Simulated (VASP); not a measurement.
# Ni in VASP: a series of runs, part 2 of 2

VASP 6.6.1. The steps go on from the part before.

## Step 4: Relaxation of the atoms, vdW-DF-cx, collinear spin, ferromagnetic start

Input file INCAR:

```
AGGAC    = 0.0          
ALGO     = Normal         # electronic algorithm
DIPOL    = 0.5 0.5 0.294
EDIFF    = 1E-7           # SCF threshold, eV
EDIFFG   = -0.01          # ionic threshold
ENCUT    = 520            # plane-wave cutoff, eV
GGA      = CX             # functional
IBRION   = 2              # ionic algorithm
IDIPOL   = 3            
ISIF     = 2              # what is computed and relaxed
ISMEAR   = -1             # smearing method
ISPIN    = 2              # spin polarisation
LASPH    = T              # aspherical terms in the spheres
LCHARG   = F              # write CHGCAR
LDIPOL   = T            
LMAXMIX  = 4              # l up to which the mixer works
LORBIT   = 11             # projections on sites
LREAL    = F              # projectors in reciprocal space
LUSE_VDW = T            
LWAVE    = F              # write WAVECAR
MAGMOM   = 1              # initial moments
NELM     = 150            # most SCF steps
NSW      = 60             # ionic steps
PREC     = Accurate       # precision mode
SIGMA    = 0.05           # smearing width, eV
```

Input file KPOINTS:

```
k-points
0
Gamma
  9 9 1
```

Input file POSCAR:

```
Ni
1.0
    2.2591100000      0.0000000000      0.0000000000
    0.0000000000      2.2591100000      0.0000000000
    0.0000000000      0.0000000000     23.8000000000
Ni
1
Selective dynamics
Direct
    0.5000000000      0.5000000000      0.2941200000  F F F
```

Potentials or basis: VASP PAW PBE potentials, release 64 (Ni).

Run with:

```
$ cat potpaw_PBE.64/Ni/POTCAR > POTCAR
$ mpirun -np 1 vasp_std > vasp.out
```

OUTCAR:

```text
EDIFF = 1E-7
   EDIFFG = -0.01
   ENCUT = 520
   GGA = CX
   IBRION = 2
   ISIF = 2
   ISMEAR = -1
   ISPIN = 2
   LASPH = T
   LORBIT = 11
   LREAL = F
   NELM = 150
   NSW = 60
   PREC = Accurate

 ion  position               nearest neighbor table
   1  0.500  0.500  0.294-

  LATTYP: Found a simple tetragonal cell.
 ALAT       =     2.2591100000
 C/A-ratio  =    10.5351222384

  Lattice vectors:

 A1 = (   2.2591100000,   0.0000000000,   0.0000000000)
 A2 = (   0.0000000000,   2.2591100000,   0.0000000000)
 A3 = (   0.0000000000,   0.0000000000,  23.8000000000)

Analysis of symmetry for initial positions (statically):
=====================================================================
 Subroutine PRICEL returns:
 Original cell was already a primitive cell.

 Routine SETGRP: Setting up the symmetry group for a
 simple tetragonal supercell.

 Subroutine GETGRP returns: Found 16 space group operations
 (whereof  8 operations were pure point group operations)
 out of a pool of 16 trial point group operations.

The static configuration has the point symmetry C_4v.
 The point group associated with its full space group is D_4h.

Analysis of symmetry for dynamics (positions and initial velocities):
=====================================================================
 Subroutine PRICEL returns:
 Original cell was already a primitive cell.

 Routine SETGRP: Setting up the symmetry group for a
 simple tetragonal supercell.

 Subroutine GETGRP returns: Found 16 space group operations
 (whereof  8 operations were pure point group operations)
 out of a pool of 16 trial point group operations.

The dynamic configuration has the point symmetry C_4v.
 The point group associated with its full space group is D_4h.

Analysis of constrained symmetry for selective dynamics:
=====================================================================
 Subroutine PRICEL returns:
 Original cell was already a primitive cell.

 Routine SETGRP: Setting up the symmetry group for a
 simple tetragonal supercell.

 Subroutine GETGRP returns: Found 16 space group operations
 (whereof  8 operations were pure point group operations)
 out of a pool of 16 trial point group operations.

The constrained configuration has the point symmetry C_4v.
 The point group associated with its full space group is D_4h.

Analysis of structural, dynamic, and magnetic symmetry:
=====================================================================
 Subroutine PRICEL returns:
 Original cell was already a primitive cell.

 Routine SETGRP: Setting up the symmetry group for a
 simple tetragonal supercell.

 Subroutine GETGRP returns: Found 16 space group operations
 (whereof  8 operations were pure point group operations)
 out of a pool of 16 trial point group operations.

The overall configuration has the point symmetry C_4v.
 The point group associated with its full space group is D_4h.

 Subroutine INISYM returns: Found 16 space group operations
 (whereof  8 operations are pure point group operations),
 and found     1 'primitive' translations

----------------------------------------------------------------------------------------

                                     Primitive cell

  volume of cell :     121.4652

  direct lattice vectors                    reciprocal lattice vectors
[... 91 lines left out ...]
   EFERMI_NEDOS =   21; number of points for ismear=-14 and -15
   IALGO  =     38    algorithm
   IMIX   =      4    mixing-type and parameters
     AMIX     =   0.40;   BMIX     =  1.00
     AMIX_MAG =   1.60;   BMIX_MAG =  1.00
  volume/ion in A,a.u.               =     121.47       819.69
  Fermi-wavevector in a.u.,A,eV,Ry     =   0.712182  1.345829  6.900916  0.507203
  Thomas-Fermi vector in A             =   1.799490
   LORBIT       =     11    0 simple, 1 ext, 2 COOP (PROOUT), +10 PAW based schemes
   GGA     = CX    functional components
   LHFCALC =     F    Hartree Fock is set to
   AEXX    =    0.0000 exact exchange contribution
   IVDW_NL    =     1    kernel type
   BPARAM     = 6.3000
   IVDW    =     0    specifies the selected vdW correction
   LEPSILON=     F    determine dielectric tensor
   LRPA    =     F    only Hartree local field effects (RPA)
 conjugate gradient relaxation of ions
 spin polarized calculation
  energy-cutoff  :      520.00
  volume of cell :      121.47
 maximum number of plane-waves:      3306
 NGX is ok and might be reduce to    18
   NGX =  9   NGY =  9   NGZ = 89

 number of electron      10.0000000 magnetization       1.0000000

 dipolmoment           0.000000      0.000000      0.000003 electrons x Angstroem

 number of electron       9.9999988 magnetization       0.8173276

 dipolmoment           0.000000      0.000000     -0.000002 electrons x Angstroem

 Free energy of the ion-electron system (eV)
  ---------------------------------------------------
  ext. energy  EPLUGINS =         0.00000000
  ---------------------------------------------------
  free energy    TOTEN  =        -1.22911541 eV

  energy without entropy =       -1.21007687  energy(sigma->0) =       -1.21959614

 E-fermi :  -4.0006     XC(G=0):  -2.4792

 val. band max:       -4.0505973166   @ k =   0.4444   0.4444   0.0000
 cond. band min:      -3.9913934820   @ k =   0.2222   0.1111   0.0000
 fundamental gap:      0.0592038346
 Fermi energy:        -4.0005883204

 spin component 1

 k-point     1 :       0.0000    0.0000    0.0000
  band No.  band energies     occupation
      1      -9.8607      1.00000
      2      -7.8362      1.00000
      3      -5.9995      1.00000
      4      -4.8280      1.00000
      5      -4.8280      1.00000
      6      -4.5005      0.99995
      7      -3.2365      0.00000
      8       0.2345      0.00000
      9       0.6221      0.00000
     10       0.8184      0.00000
[... 170 lines left out ...]
 k-point    15 :       0.4444    0.4444    0.0000
  band No.  band energies     occupation
      1      -8.1801      1.00000
      2      -6.3192      1.00000
      3      -6.2736      1.00000
      4      -4.6628      1.00000
      5      -3.8185      0.02554
      6       2.9925      0.00000
      7       4.7732      0.00000
      8       9.1049      0.00000
      9       9.9415      0.00000
     10      11.1152      0.00000
 Fermi energy:        -4.0005883204

 spin component 2

 k-point     1 :       0.0000    0.0000    0.0000
  band No.  band energies     occupation
      1      -9.7610      1.00000
      2      -7.2161      1.00000
      3      -5.5514      1.00000
      4      -3.7649      0.00889
      5      -3.7649      0.00889
      6      -3.4835      0.00003
      7      -3.2950      0.00000
      8       0.3455      0.00000
      9       0.7701      0.00000
     10       0.8367      0.00000
[... 170 lines left out ...]
 k-point    15 :       0.4444    0.4444    0.0000
  band No.  band energies     occupation
      1      -7.4761      1.00000
      2      -5.3872      1.00000
      3      -5.3326      1.00000
      4      -4.0506      0.73109
      5      -3.0517      0.00000
      6       3.1047      0.00000
      7       4.8716      0.00000
      8       9.1157      0.00000
      9      10.1116      0.00000
     10      11.1997      0.00000

------------------------ aborting loop because EDIFF is reached ----------------------------------------

 vacuum level on the upper side and lower side of the slab       (xc-potential included)        -1.077        -1.071

  FORCE on cell =-STRESS in cart. coord.  units (eV):
  Direction    XX          YY          ZZ          XY          YZ          ZX
  --------------------------------------------------------------------------------------
  -------------------------------------------------------------------------------------
  Total       -0.4946400     -0.4946400     -0.0010658      0.0000000      0.0000000      0.0000000
  in kB       -6.5245129     -6.5245129     -0.0140581      0.0000000      0.0000000      0.0000000
  external PRESSURE =      -4.3543613 kB  Pullay stress =       0.0000000 kB

 VOLUME and BASIS-vectors are now :
 -----------------------------------------------------------------------------
  energy-cutoff  :      520.00
  volume of cell :      121.47
      direct lattice vectors                 reciprocal lattice vectors
     2.259110000  0.000000000  0.000000000     0.442652195  0.000000000  0.000000000
     0.000000000  2.259110000  0.000000000     0.000000000  0.442652195  0.000000000
     0.000000000  0.000000000 23.800000000     0.000000000  0.000000000  0.042016807

 POSITION                                       TOTAL-FORCE (eV/Angst)
 -----------------------------------------------------------------------------------
      1.12956      1.12956      7.00006         0.000000      0.000000     -0.000000
 -----------------------------------------------------------------------------------
    total drift:                                0.000000      0.000000      0.000026

  FREE ENERGIE OF THE ION-ELECTRON SYSTEM (eV)
  ---------------------------------------------------
  free  energy   TOTEN  =        -1.2291154082 eV

  energy  without entropy=       -1.2100768731  energy(sigma->0) =       -1.21959614

Total vdW correction in eV:      2.3222394

 reached required accuracy - stopping structural energy minimisation

 vacuum level on the upper side and lower side of the slab         0.059         0.055

 total charge

# of ion       s       p       d       tot
------------------------------------------
    1        0.540   0.293   8.335   9.168

 magnetization (x)

# of ion       s       p       d       tot
------------------------------------------
    1        0.003  -0.010   0.845   0.839
```

Run time: 3.6 min. Hardware: 1 thread of Intel Xeon 6975P-C (Granite Rapids), shared host; peak memory 0.59 GiB.

What came out:

| Quantity | Value |
| --- | --- |
| Free energy | -1.2291 eV |
| Band gap on the k mesh | none (metal or under the smearing width) |
| Net moment | 0.82 μB per cell |
| Site moments | Ni +0.84 μB |
| Valence electrons inside the program's atomic spheres | Ni 9.17 |

Final structure:
```
Ni
1.0
     2.25911    0.00000    0.00000
     0.00000    2.25911    0.00000
     0.00000    0.00000   23.80000
Ni
1
Cartesian
  1.1296 1.1296 7.0001
```

Caveat: the relaxation stopped at its first step, so nothing moved; the PAW data sets were made with another functional, which shifts forces and pressure a little.

## Step 5: Relaxation of the atoms, rev-vdW-DF2, collinear spin, ferromagnetic start

INCAR, as its differences from that of step 4:

```diff
@@ -6,3 +6,3 @@
 ENCUT    = 520            # plane-wave cutoff, eV
-GGA      = CX             # functional
+GGA      = MK             # functional
 IBRION   = 2              # ionic algorithm
@@ -23,3 +23,6 @@
 NSW      = 60             # ionic steps
+PARAM1   = 0.1234       
+PARAM2   = 0.711357     
 PREC     = Accurate       # precision mode
 SIGMA    = 0.05           # smearing width, eV
+ZAB_VDW  = -1.8867
```

KPOINTS is that of step 4.

POSCAR is that of step 4.

Potentials or basis: VASP PAW PBE potentials, release 64 (Ni).

Run with:

```
$ cat potpaw_PBE.64/Ni/POTCAR > POTCAR
$ mpirun -np 1 vasp_std > vasp.out
```

OUTCAR:

```text
EDIFF = 1E-7
   EDIFFG = -0.01
   ENCUT = 520
   GGA = MK
   IBRION = 2
   ISIF = 2
   ISMEAR = -1
   ISPIN = 2
   LASPH = T
   LORBIT = 11
   LREAL = F
   NELM = 150
   NSW = 60
   PREC = Accurate

 ion  position               nearest neighbor table
   1  0.500  0.500  0.294-

  LATTYP: Found a simple tetragonal cell.
 ALAT       =     2.2591100000
 C/A-ratio  =    10.5351222384

  Lattice vectors:

 A1 = (   2.2591100000,   0.0000000000,   0.0000000000)
 A2 = (   0.0000000000,   2.2591100000,   0.0000000000)
 A3 = (   0.0000000000,   0.0000000000,  23.8000000000)

Analysis of symmetry for initial positions (statically):
=====================================================================
 Subroutine PRICEL returns:
 Original cell was already a primitive cell.

 Routine SETGRP: Setting up the symmetry group for a
 simple tetragonal supercell.

 Subroutine GETGRP returns: Found 16 space group operations
 (whereof  8 operations were pure point group operations)
 out of a pool of 16 trial point group operations.
[... 584 lines left out ...]
      1      -7.5183      1.00000
      2      -5.4358      1.00000
      3      -5.3817      1.00000
      4      -4.1262      0.80171
      5      -3.1156      0.00000
      6       3.0835      0.00000
      7       4.8522      0.00000
      8       9.0301      0.00000
      9      10.0899      0.00000
     10      11.1595      0.00000

------------------------ aborting loop because EDIFF is reached ----------------------------------------

 vacuum level on the upper side and lower side of the slab       (xc-potential included)        -0.761        -0.768

  FORCE on cell =-STRESS in cart. coord.  units (eV):
  Direction    XX          YY          ZZ          XY          YZ          ZX
  --------------------------------------------------------------------------------------
  -------------------------------------------------------------------------------------
  Total       -0.2670578     -0.2670578     -0.0016347      0.0000000      0.0000000     -0.0000000
  in kB       -3.5226065     -3.5226065     -0.0215619      0.0000000      0.0000000     -0.0000000
  external PRESSURE =      -2.3555916 kB  Pullay stress =       0.0000000 kB

 VOLUME and BASIS-vectors are now :
 -----------------------------------------------------------------------------
  energy-cutoff  :      520.00
  volume of cell :      121.47
      direct lattice vectors                 reciprocal lattice vectors
     2.259110000  0.000000000  0.000000000     0.442652195  0.000000000  0.000000000
     0.000000000  2.259110000  0.000000000     0.000000000  0.442652195  0.000000000
     0.000000000  0.000000000 23.800000000     0.000000000  0.000000000  0.042016807

 POSITION                                       TOTAL-FORCE (eV/Angst)
 -----------------------------------------------------------------------------------
      1.12956      1.12956      7.00006         0.000000      0.000000      0.000000
 -----------------------------------------------------------------------------------
    total drift:                                0.000000      0.000000      0.000040

  FREE ENERGIE OF THE ION-ELECTRON SYSTEM (eV)
  ---------------------------------------------------
  free  energy   TOTEN  =        -1.4883224821 eV

  energy  without entropy=       -1.4699251038  energy(sigma->0) =       -1.47912379

Total vdW correction in eV:      2.1105853

 reached required accuracy - stopping structural energy minimisation

 vacuum level on the upper side and lower side of the slab         0.514         0.508

 total charge

# of ion       s       p       d       tot
------------------------------------------
    1        0.540   0.290   8.342   9.172

 magnetization (x)

# of ion       s       p       d       tot
------------------------------------------
    1        0.004  -0.008   0.841   0.836
```

OSZICAR:

```text
N       E                     dE             d eps       ncg     rms          rms(c)
DAV:   1     0.462623224318E+02    0.46262E+02   -0.34997E+03   600   0.709E+02
DAV:   2    -0.950099414616E+00   -0.47212E+02   -0.44810E+02   710   0.169E+02
[... 21 lines left out ...]
DAV:  24    -0.148831895947E+01   -0.49395E-05   -0.13421E-06   638   0.400E-03    0.142E-04
DAV:  25    -0.148832034528E+01   -0.13858E-05   -0.23121E-07   656   0.196E-03    0.108E-04
DAV:  26    -0.148832172328E+01   -0.13780E-05   -0.34173E-07   630   0.205E-03    0.910E-05
DAV:  27    -0.148832227580E+01   -0.55253E-06   -0.17415E-07   646   0.147E-03    0.598E-05
DAV:  28    -0.148832249442E+01   -0.21862E-06   -0.62190E-08   662   0.825E-04    0.368E-05
DAV:  29    -0.148832248211E+01    0.12316E-07   -0.71705E-08   688   0.664E-04
   1 F= -.14883225E+01 E0= -.14791238E+01  d E =-.148832E+01  mag=     0.8169
```

It took 3.2 min on 1 thread of Intel Xeon 6975P-C (Granite Rapids), shared host; peak memory 0.6 GiB.

What came out:

* Free energy: -1.4883 eV
* Band gap on the k mesh: none (metal or under the smearing width)
* Net moment: 0.82 μB per cell
* Site moments: Ni +0.84 μB
* Valence electrons inside the program's atomic spheres: Ni 9.17

Final structure:
```
Ni
1.0
     2.25911    0.00000    0.00000
     0.00000    2.25911    0.00000
     0.00000    0.00000   23.80000
Ni
1
Direct
  0.50000 0.50000 0.29412
```

Levels at points of the mesh, in eV from the Fermi level:
Spin up:
```tsv
k point	band 3	band 4	band 5	band 6	band 7	band 8	band 9	band 10
(0.00, 0.00, 0.00)	-2.00	-0.82	-0.82	-0.50	0.73	4.47	4.94	5.13
```
Spin down:
```csv
k point,band 1,band 2,band 3,band 4,band 5,band 6,band 7,band 8
"(0.00, 0.00, 0.00)",-5.72,-3.22,-1.57,0.24,0.24,0.51,0.70,4.53
```

Caveat: the relaxation stopped at its first step, so nothing moved; the PAW data sets were made with another functional, which shifts forces and pressure a little.

## Step 6: For comparison

An earlier run on the cell as given: functional PBE; potentials or basis VASP PAW PBE potentials, release 64 (Ni); cutoff 520 eV; k mesh 12 × 12 × 1; occupations fermi-dirac, width 0.05 eV; collinear spin, ferromagnetic start; starting moments [1.0] μB.

* Band gap on the k mesh: none (metal or under the smearing width)
* Net moment: 0.86 μB per cell
* Site moments: Ni +0.88 μB
* Valence electrons inside the program's atomic spheres: Ni 9.16

## Step 7: Overview

```tsv
task	level	cell	k mesh	atoms held fixed (from 0)	gap on the mesh (eV)	moment (μB)
relaxation of the atoms	PW91	atoms relaxed	9 × 9 × 1	[0]	none	0.82
relaxation of the atoms	optB88-vdW	atoms relaxed	9 × 9 × 1	[0]	none	0.82
relaxation of the atoms	vdW-DF-cx	atoms relaxed	9 × 9 × 1	[0]	none	0.82
relaxation of the atoms	rev-vdW-DF2	atoms relaxed	9 × 9 × 1	[0]	none	0.82
single point	PBE	as given	12 × 12 × 1	-	none	0.86
```

Alike in all rows: potentials or basis VASP PAW PBE potentials, release 64 (Ni); spin collinear, ferromagnetic start; cutoff (eV) 520; smearing fermi-dirac 0.05 eV.

Caveats: the relaxation stopped at its first step, so nothing moved (some runs); the PAW data sets were made with another functional, which shifts forces and pressure a little (some runs).

Total energies depend on the potentials used, so only differences within one code and one set of settings carry meaning.
